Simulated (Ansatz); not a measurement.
A 2-atom cell of MgS started from a crystallographic database (r2SCAN geometry), in Ansatz:

```
Mg S
1.0
     0.00000    2.60152    2.60152
     2.60152    0.00000    2.60152
     2.60152    2.60152    0.00000
Mg S
1 1
Direct
  0.00000 0.00000 0.00000
  0.50000 0.50000 0.50000
```

G0W0@PBE with 132 empty bands, a screening cutoff of 140 eV and a 4×4×4 mesh (PAW, contour deformation) gives 4.135 eV over the mesh points, from a PBE gap of 2.766 eV; it sums over 140 bands with 137 plane waves in the screening and a wave cutoff of 420 eV. G0W0 here is at a finite number of bands, screening cutoff and k mesh, not at the basis limit. Calculated for a static, non-magnetic cell.

Question: Estimate the gap with empty bands 243, screening cutoff 210 eV.

Answer: 4.226 eV (+0.091 eV), from a Kohn-Sham gap of 2.766 eV.

Question: Estimate the gap with mesh 6×6×6, empty bands 57, screening cutoff 80 eV.

Answer: 4.040 eV (-0.095 eV), from a Kohn-Sham gap of 2.788 eV.
